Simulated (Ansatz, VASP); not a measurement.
**Cross-check of C62N between VASP and Ansatz**

One calculation is typed for both programs; each brings its own data sets. How far apart do they land? The cell is taken from a series of runs on this material, whose earlier steps may have relaxed, scaled, displaced or heated it; both programs get it as it stands.

Program: Ansatz 0.2.0. Level of theory: plane waves, with VASP 6.6.1 beside it; single point at HSE06. Results are calculated unless marked as measured.

### Step 1. Set-up

The cell holds 63 atoms: 62 C and 1 N. Its edges and angles: a = 7.143 Å, b = 7.143 Å, c = 7.143 Å, α = 90.0°, β = 90.0°, γ = 90.0°. It derives from C (C (Fd-3m)). Nearest the centre at fractional (0.438, 0.438, 0.562): N63 at 0.95 Å, C41 at 1.94 Å, C12 at 1.94 Å, C26 at 1.94 Å, C37 at 2.06 Å, C59 at 2.06 Å, C22 at 2.06 Å, C44 at 2.61 Å. The cell carries charge −1.

### Step 2. Ansatz: single point, HSE06

Ansatz runs on its default PAW (the set named soft_2) files.

With cell and atoms fixed, the geometry can't cause a difference; cores, projectors, grids and the points listed under the comparison can.

The input, input.yaml:

```yaml
crystal:
  lattice:
    - [7.14312472, 0.0, 0.0]
    - [0.0, 7.14312472, 0.0]
    - [0.0, 0.0, 7.14312472]
  atoms:
    - { symbol: C, position: [-0.00010761327, 0.00023956485, -0.00018426772] }
    - { symbol: C, position: [0.0010066057, 0.25079068448, 0.25073819819] }
    - { symbol: C, position: [0.25044415878, 0.00135408779, 0.25073761511] }
    - { symbol: C, position: [0.24976285678, 0.25010908678, 0.00128534317] }
    - { symbol: C, position: [0.12527599022, 0.1256232378, 0.12572939631] }
    - { symbol: C, position: [0.12728764461, 0.37660038587, 0.37743176396] }
    - { symbol: C, position: [0.37625421731, 0.12763135625, 0.37743172306] }
    - { symbol: C, position: [0.37559932063, 0.37594746305, 0.12584873388] }
    - { symbol: C, position: [-9.001688e-05, 0.00025477145, 0.49974569876] }
    - { symbol: C, position: [-0.00157681361, 0.25010929386, 0.74994589617] }
    - { symbol: C, position: [0.24976287016, -0.00123039238, 0.74994574835] }
    - { symbol: C, position: [0.24959027152, 0.24993445291, 0.50680430178] }
    - { symbol: C, position: [0.12306808271, 0.12341515686, 0.62508194331] }
    - { symbol: C, position: [0.12306896617, 0.37497298515, 0.87663966301] }
    - { symbol: C, position: [0.37462675947, 0.12341333648, 0.87664229709] }
    - { symbol: "N", position: [0.36027740262, 0.36061941238, 0.63943642673] }
    - { symbol: C, position: [-8.932892e-05, 0.50030958498, -0.00020135022] }
    - { symbol: C, position: [9.599091e-05, 0.75028627418, 0.24976830756] }
    - { symbol: C, position: [0.2526619212, 0.50156451915, 0.25174694011] }
    - { symbol: C, position: [0.25044334474, 0.74931739051, -0.00129900162] }
    - { symbol: C, position: [0.12477277952, 0.62494200065, 0.12405952298] }
    - { symbol: C, position: [0.12477308933, 0.87599486666, 0.37511298635] }
    - { symbol: C, position: [0.36893568526, 0.63543685012, 0.36461909364] }
    - { symbol: C, position: [0.37628337197, 0.87672976879, 0.12332358971] }
    - { symbol: C, position: [9.62382e-05, 0.50042433971, 0.49963098789] }
    - { symbol: C, position: [0.00100706991, 0.7493165122, 0.74926460605] }
    - { symbol: C, position: [0.2495907513, 0.49325121206, 0.75011886847] }
    - { symbol: C, position: [0.25266192292, 0.74830796611, 0.49849042272] }
    - { symbol: C, position: [0.12728730642, 0.6226241897, 0.62345483005] }
    - { symbol: C, position: [0.12527598937, 0.87432552486, 0.8744317703] }
    - { symbol: C, position: [0.37625323068, 0.62262336378, 0.87242278822] }
    - { symbol: C, position: [0.37559905314, 0.87420559475, 0.62410860066] }
    - { symbol: C, position: [0.49996336981, 0.00025478911, -0.00020055079] }
    - { symbol: C, position: [0.50121650531, 0.25300725198, 0.25174555997] }
    - { symbol: C, position: [0.74993828961, 0.00044311631, 0.24977054784] }
    - { symbol: C, position: [0.74897014188, 0.25079111133, -0.00129819473] }
    - { symbol: C, position: [0.62459498214, 0.12511882628, 0.12406037645] }
    - { symbol: C, position: [0.63509876569, 0.36927196773, 0.36460980558] }
    - { symbol: C, position: [0.87564883876, 0.12511850589, 0.37511349366] }
    - { symbol: C, position: [0.8763843657, 0.37662971016, 0.1233239846] }
    - { symbol: C, position: [0.50007683749, 0.00043947471, 0.49963155268] }
    - { symbol: C, position: [0.4929051126, 0.24993190008, 0.75012179436] }
    - { symbol: C, position: [0.74897014752, 0.00135386676, 0.74926362495] }
    - { symbol: C, position: [0.74796299948, 0.25300655075, 0.49849194291] }
    - { symbol: C, position: [0.62227707481, 0.12763017847, 0.62345468322] }
    - { symbol: C, position: [0.62227666785, 0.37659938321, 0.87242347498] }
    - { symbol: C, position: [0.87397867641, 0.12562304152, 0.87443227733] }
    - { symbol: C, position: [0.8738610236, 0.37594707655, 0.62410853478] }
    - { symbol: C, position: [0.50007647321, 0.50042333357, -0.00038651057] }
    - { symbol: C, position: [0.49888320273, 0.75057107453, 0.24948289322] }
    - { symbol: C, position: [0.75022591817, 0.4992329949, 0.24948239825] }
    - { symbol: C, position: [0.74993907106, 0.75028505757, -0.00038871822] }
    - { symbol: C, position: [0.62503005484, 0.6253774133, 0.12493915905] }
    - { symbol: C, position: [0.62503019518, 0.87511419116, 0.37467737983] }
    - { symbol: C, position: [0.87477002689, 0.62537707106, 0.37467788318] }
    - { symbol: C, position: [0.8750596214, 0.87540739924, 0.12464766229] }
    - { symbol: C, position: [0.50121642396, 0.74830906517, 0.74704759467] }
    - { symbol: C, position: [0.7479617021, 0.50156272278, 0.7470471229] }
    - { symbol: C, position: [0.75022500439, 0.7505710641, 0.50082321257] }
    - { symbol: C, position: [0.63509403029, 0.63544100336, 0.63077813042] }
    - { symbol: C, position: [0.624594981, 0.8759950405, 0.8749351315] }
    - { symbol: C, position: [0.87564882747, 0.62494159042, 0.87493576845] }
    - { symbol: C, position: [0.87638430942, 0.87672932306, 0.62342532485] }
  host:
    repeats: [2, 2, 2]
    atoms:
      - { symbol: C, position: [0.0, 0.0, 0.0] }
      - { symbol: C, position: [0.0, 0.5, 0.5] }
      # ... 6 more atoms of the perfect host
total_charge: -1
basis:
  ecutwfc: 420
  xc_grid: 2
hamiltonian:
  xc: hse06
kpoints:
  mp_grid: { grid: [1, 1, 1] }
magnetization:
  spin_polarized: true
  initial_magnetization: 2
  spin_locking: { lock_magnetization: hard }
scf:
  occupations: { method: fermi_dirac, width: 0.01 }
  max_iter: 80
  n_extra_bands: 16
  lower_state_search: "off"
output:
  forces: true
checkpoint:
  read: "../exc.ground.qm1_M2.run"
  write: "../exc0_qm1_M2.ground.lm0.25.run"
  compress: false
  write_wavefunctions: false
  write_every: 100000
```

Command:

```bash
$ ansatz run input.yaml --threads 4 --pin off --max-ram 11304MiB --backend cpu --events-out ev --progress --plain --runs-dir out
```

What it wrote:

```text
Warning: the atoms were moved onto the symmetric positions of the space group found under crystal.symmetry.tolerance 1.0e-5 (fractional; no operation is sought that the atoms, as they stand in a round, miss by more than twice it, and no atom is moved by as much as it), and the run uses the moved positions. Before a round's move an operation carried an atom to 1.10e-4 Å from where it should land, the largest such dist [...]
[...]
Free energy (F): -15912.688069 eV
Frozen-core exchange: fock
Harris-Foulkes:  -15912.688069 eV  (|F-HF|=1.86e-10)
Internal energy: -15912.688069 eV  (E = F + TS)
E sigma→0 (E₀):  -15912.688069 eV
Fermi energy:    15.251435 (↑ 15.893531, ↓ 15.095976) eV
--- Per-component energies (eV) ---
  E_band       = 654.069593
  E_kinetic    = 5871.419245
  E_local      = -4170.376258  (includes V_loc(G=0)·N_el)
  E_nonlocal   = 1665.978197
  E_hartree    = 960.743991
  E_xc         = -2500.319272
  E_vxc        = -3073.834955  (∫ρ·V_xc dr)
  E_exx        = -582.758459  (= α·E_x^exact, valence–valence)
  E_paw        = -6284.647766  (= ΣΔE_a)
  E_vpaw       = -395.088734  (= ΣTr[D̂ρ^β])
  E_aug_tail   = 0.000660  (compensation charges beyond the density's cutoff)
  E_ewald      = -10871.638729
  E_core_change = -1.089678  (= ΣΔE_core)
  E_smearing   = -0.000000  (= −TS)
  E_closure    = 0.000000  (closes the sum)
  E_deformation_potential = -21.108035  (in the stress; not in F)
  Σ components = -15912.688069   (vs F -15912.688069, Δ=-1.82e-12)
--- Forces (eV/Å), atoms counted from 1 ---
  atom   1  C      0.00564580     0.00564580    -0.00564580
  atom   2  C      0.01386139     0.00514087     0.00968535
  atom   3  C      0.00514087     0.01386139     0.00968535
  atom   4  C      0.01277274     0.01277274     0.00123836
  atom   5  C     -0.01516983    -0.01516983     0.00469046
  atom   6  C     -0.01910274    -0.00779563    -0.00307056
  atom   7  C     -0.00779563    -0.01910274    -0.00307056
  atom   8  C     -0.00355966    -0.00355966     0.01585713
  atom   9  C      0.03668242     0.03668242    -0.06591255
  atom  10  C     -0.00123836     0.01277274    -0.01277274
  atom  11  C      0.01277274    -0.00123836    -0.01277274
  atom  12  C      0.03477424     0.03477424    -0.12396857
  atom  13  C     -0.02183932    -0.02183932     0.07206733
  atom  14  C     -0.02183932    -0.07206733     0.02183932
  atom  15  C     -0.07206733    -0.02183932     0.02183932
  atom  16  N      0.07884459     0.07884459    -0.07884459
  atom  17  C      0.03668242     0.06591255    -0.03668242
  atom  18  C      0.02932636     0.00923410    -0.00923410
  atom  19  C      0.00761405     0.10567251    -0.01065508
  atom  20  C      0.00514087    -0.00968535    -0.01386139
  atom  21  C     -0.03146499    -0.05484215     0.00445587
  atom  22  C     -0.03146499    -0.00445587     0.05484215
  atom  23  C     -0.28292338     0.04815617    -0.04815617
  atom  24  C     -0.06824006    -0.02942413     0.02942413
[...]
atom  56  C     -0.02618639    -0.02618639     0.02618639
  atom  57  C      0.10567251     0.01065508    -0.00761405
  atom  58  C      0.01065508     0.10567251    -0.00761405
  atom  59  C     -0.06057571    -0.06057571    -0.10133599
  atom  60  C      0.04815617     0.04815617     0.28292338
  atom  61  C     -0.05484215    -0.00445587     0.03146499
  atom  62  C     -0.00445587    -0.05484215     0.03146499
  atom  63  C     -0.02942413    -0.02942413     0.06824006
  max |Σ_I F_I| component: 1.39e-5 eV/Å
--- Band table (eV) ---
  k-point 0 ↑: bands = ["-11.2999", "-9.6429", "-8.8046", "-8.8046", "-8.6883", "-8.6883", "-8.3930", "-7.3861", "-6.4911", "-6.4911", "-6.4597", "-6.4597", "-6.3952", "-6.3952", "-6.3282", "-6.2659", "-6.2125", "-6.2125", "-5.6837", "-5.2690", "-4.9686", "-4.9686", "-4.3454", "-2.2873", "-2.2873", "-2.2649", "-2.2136", "-2.1163", "-1.8036", "-1.8036", "-1.6900", "-1.6900", "-1.6225", "-1.3725", "-1.1487", "-1.1487", [...]
  k-point 0 ↓: bands = ["-11.2723", "-9.6267", "-8.7832", "-8.7832", "-8.6352", "-8.6352", "-8.3445", "-7.3676", "-6.4679", "-6.4679", "-6.4448", "-6.4448", "-6.3250", "-6.3250", "-6.2977", "-6.2528", "-6.1486", "-6.1486", "-5.6275", "-5.2486", "-4.8940", "-4.8940", "-4.1586", "-2.2678", "-2.2678", "-2.2396", "-2.1862", "-2.0297", "-1.7861", "-1.7861", "-1.6429", "-1.6429", "-1.5896", "-1.3311", "-1.1337", "-1.1337", [...]
  guard bands above this table: 14 of the run's 144 bands. The solve was not asked for them (output.publish_guard_bands: true or output.eigenvalues: true publishes all)
```

### Step 3. VASP: single point, HSE06

The same cell, functional, mesh and smearing now go to VASP, with its own data sets.

Lines of VASP's logs that name or quote its potential files are left out, and so is its time.

The run reads the wave functions of an earlier VASP run, which isn't shown here.

The input, INCAR:

```
SYSTEM = C62N
PREC = Accurate
ENCUT = 520
EDIFF = 1E-06
NELM = 100
ISMEAR = -1
SIGMA = 0.01
LREAL = Auto
ALGO = Normal
LHFCALC = .TRUE.
AEXX = 0.25
GGA = PE
HFSCREEN = 0.208
LASPH = .TRUE.
NELECT = 254
NBANDS = 171
ISPIN = 2
MAGMOM = 0 -0 -0 -0 0 0.01 0.01 0.01 0.01 -0 -0 -0 0 0 0 0.01 -0 -0.01 -0 0.02 0.02 0.27 0.02 -0 -0 -0 -0.01 0.01 0 0.01 0.01 0.01 -0.01 -0 -0 0.02 0.27 0.02 0.02 -0 -0 -0 -0.01 0.01 0.01 0 0.01 -0 -0.01 -0.01 -0 0.01 0.01 0.01 0 -0.01 -0.01 -0.01 0.27 0.02 0.02 0.02 0
PRECFOCK = Fast
LORBIT = 11
LWAVE = .FALSE.
LCHARG = .FALSE.
ISIF = 2
NUPDOWN = 2
```

The input, POSCAR:

```
C62N
1.0
    7.1431247189      0.0000000000      0.0000000000
    0.0000000000      7.1431247189      0.0000000000
    0.0000000000      0.0000000000      7.1431247189
C N
62 1
Direct
    0.9998923867      0.0002395648      0.9998157323
    0.0010066057      0.2507906845      0.2507381982
    0.2504441588      0.0013540878      0.2507376151
    0.2497628568      0.2501090868      0.0012853432
    0.1252759902      0.1256232378      0.1257293963
    0.1272876446      0.3766003859      0.3774317640
    0.3762542173      0.1276313562      0.3774317231
    0.3755993206      0.3759474631      0.1258487339
    0.9999099831      0.0002547714      0.4997456988
    0.9984231864      0.2501092939      0.7499458962
    0.2497628702      0.9987696076      0.7499457483
    0.2495902715      0.2499344529      0.5068043018
    0.1230680827      0.1234151569      0.6250819433
    0.1230689662      0.3749729852      0.8766396630
    0.3746267595      0.1234133365      0.8766422971
    0.9999106711      0.5003095850      0.9997986498
    0.0000959909      0.7502862742      0.2497683076
    0.2526619212      0.5015645191      0.2517469401
    0.2504433447      0.7493173905      0.9987009984
    0.1247727795      0.6249420007      0.1240595230
    0.1247730893      0.8759948667      0.3751129864
    0.3689356853      0.6354368501      0.3646190936
    0.3762833720      0.8767297688      0.1233235897
    0.0000962382      0.5004243397      0.4996309879
    0.0010070699      0.7493165122      0.7492646061
    0.2495907513      0.4932512121      0.7501188685
    0.2526619229      0.7483079661      0.4984904227
    0.1272873064      0.6226241897      0.6234548301
    0.1252759894      0.8743255249      0.8744317703
    0.3762532307      0.6226233638      0.8724227882
    0.3755990531      0.8742055948      0.6241086007
    0.4999633698      0.0002547891      0.9997994492
    0.5012165053      0.2530072520      0.2517455600
    0.7499382896      0.0004431163      0.2497705478
    0.7489701419      0.2507911113      0.9987018053
    0.6245949821      0.1251188263      0.1240603765
    0.6350987657      0.3692719677      0.3646098056
    0.8756488388      0.1251185059      0.3751134937
    0.8763843657      0.3766297102      0.1233239846
    0.5000768375      0.0004394747      0.4996315527
    0.4929051126      0.2499319001      0.7501217944
    0.7489701475      0.0013538668      0.7492636250
    0.7479629995      0.2530065507      0.4984919429
    0.6222770748      0.1276301785      0.6234546832
    0.6222766678      0.3765993832      0.8724234750
    0.8739786764      0.1256230415      0.8744322773
    0.8738610236      0.3759470765      0.6241085348
    0.5000764732      0.5004233336      0.9996134894
    0.4988832027      0.7505710745      0.2494828932
    0.7502259182      0.4992329949      0.2494823983
    0.7499390711      0.7502850576      0.9996112818
    0.6250300548      0.6253774133      0.1249391590
    0.6250301952      0.8751141912      0.3746773798
    0.8747700269      0.6253770711      0.3746778832
    0.8750596214      0.8754073992      0.1246476623
    0.5012164240      0.7483090652      0.7470475947
    0.7479617021      0.5015627228      0.7470471229
    0.7502250044      0.7505710641      0.5008232126
    0.6350940303      0.6354410034      0.6307781304
    0.6245949810      0.8759950405      0.8749351315
    0.8756488275      0.6249415904      0.8749357684
    0.8763843094      0.8767293231      0.6234253249
    0.3602774026      0.3606194124      0.6394364267
```

The input, KPOINTS:

```
Automatic mesh
0
Gamma
1 1 1
0 0 0
```

Potentials, in the order of the species: C and N (PBE family, release 64).

Command:

```bash
$ export OMP_NUM_THREADS=3
$ mpirun -np 1 vasp_gam
```

What it wrote:

```text
[banner, memory and clock lines left out]
running    1 mpi-ranks, on    1 nodes
[...]
Offloading initialized ...    1 GPUs detected
[...]
LDA part: xc-table for (Slater+PW92), standard interpolation
 found WAVECAR, reading the header
 POSCAR, INCAR and KPOINTS ok, starting setup
[...]
reading WAVECAR
 the WAVECAR file was read successfully
 initial charge from wavefunction
 entering main loop
       N       E                     dE             d eps       ncg     rms          rms(c)
DAV:   1    -0.642174800852E+03   -0.64217E+03   -0.85784E+00   720   0.780E+00    0.410E+00
DAV:   2    -0.642203915039E+03   -0.29114E-01   -0.17391E-01   792   0.983E-01    0.247E+00
DAV:   3    -0.642186255024E+03    0.17660E-01   -0.18179E-02   808   0.337E-01    0.134E+00
DAV:   4    -0.642181257902E+03    0.49971E-02   -0.55887E-03   816   0.188E-01    0.710E-01
[...]
DAV:   9    -0.642179360057E+03    0.90828E-05   -0.45574E-06   736   0.644E-03    0.338E-02
DAV:  10    -0.642179357821E+03    0.22361E-05   -0.13134E-06   442   0.360E-03    0.186E-02
DAV:  11    -0.642179357528E+03    0.29252E-06   -0.45187E-07   424   0.224E-03
   1 F= -.64217936E+03 E0= -.64217936E+03  d E =-.179567E-12  mag=     2.0000
```

Parts of OUTCAR (step 3):

```text
  FREE ENERGIE OF THE ION-ELECTRON SYSTEM (eV)
  ---------------------------------------------------
  free  energy   TOTEN  =      -642.1793575284 eV

  energy  without entropy=     -642.1793575284  energy(sigma->0) =     -642.17935753

 magnetization (x)
# of ion       s       p       d       tot
------------------------------------------
    1       -0.000   0.001   0.000   0.001
    2       -0.000  -0.002   0.000  -0.002
    3       -0.000  -0.002   0.000  -0.002
    4       -0.000  -0.001   0.000  -0.002
    5        0.000   0.002   0.000   0.002
    6        0.001   0.006   0.000   0.007
    7        0.001   0.006   0.000   0.007
    8        0.000   0.010   0.000   0.011
    9       -0.000   0.010   0.000   0.010
   10       -0.000  -0.001   0.000  -0.002
   11       -0.000  -0.001   0.000  -0.002
   12       -0.000  -0.000   0.000  -0.000
   13        0.000   0.003   0.000   0.003
[...]
--------------------------------------------------
tot          0.144   1.155   0.000   1.299

[... 1 further part left out ...]
```

The run ends at a pressure of -1.00 GPa, with forces up to 0.28 eV/Å.

### Step 4. Differences

Known differences besides the potentials themselves: exact exchange at q = 0 is treated differently, which shows on coarse meshes; VASP keeps PBE cores, Ansatz makes them for the functional; the cutoff is 420 eV in Ansatz and 520 eV in VASP (PREC = Accurate, projectors in real space); VASP takes a coarser grid for exact exchange (PRECFOCK = Fast); site moments are counted in spheres of each program's own size. Total energies have different zeros and are not compared.

Compared:

```
                             quantity  Ansatz  VASP  difference
total moment, fixed by the input (μB)    2.00  2.00        0.00
                   moment on C22 (μB)    0.27  0.36       -0.09
                   moment on C37 (μB)    0.27  0.36       -0.09
                   moment on C59 (μB)    0.27  0.36       -0.09
```

Forces on 7 of the 63 atoms, those with the largest forces and the largest differences (eV/Å; atoms numbered as in POSCAR):

| atom | Ansatz x, y, z | VASP x, y, z |
| --- | --- | --- |
| C12 | 0.035, 0.035, -0.124 | 0.034, 0.034, -0.159 |
| C22 | -0.283, 0.048, -0.048 | -0.275, 0.038, -0.038 |
| C26 | 0.035, 0.124, -0.035 | 0.034, 0.159, -0.034 |
| C37 | 0.048, -0.283, -0.048 | 0.038, -0.275, -0.038 |
| C41 | 0.124, 0.035, -0.035 | 0.159, 0.034, -0.034 |
| C59 | 0.048, 0.048, 0.283 | 0.038, 0.038, 0.275 |
| N63 | 0.079, 0.079, -0.079 | 0.085, 0.085, -0.085 |

The forces differ by 6.6 meV/Å r.m.s., which is 12.0 % of the r.m.s. force of 0.055 eV/Å (both taken over all components). The cell carries a charge of -1 e against a uniform background, so its pressure also hangs on how the neutralising background is counted, and in a defect's cell a gap may be the spacing between its levels.

### Step 5. Summary of results

```json
{"r.m.s. force difference (single point, HSE06)": "6.6 meV/Å"}
```

In words: The r.m.s. force difference is 6.6 meV/Å (single point, HSE06), within the 12 meV/Å picked in this series as the mark of a large difference. Such differences can come from data sets, numerical settings and the points named under the comparisons, not from the functional's error against experiment.

[Lines on the potential files, build, host, timing and source positions are cut from VASP's logs without a mark.]

[Logs are printed without paths, hosts, clocks, repeated set-up lines and the standing remarks that a program may print on its own settings, such as how far it seeks lower states.]

[Hosts, paths, dates, database ids (printed as entryN), source tags and the programs' standing remarks are cut or masked in the printed files.]
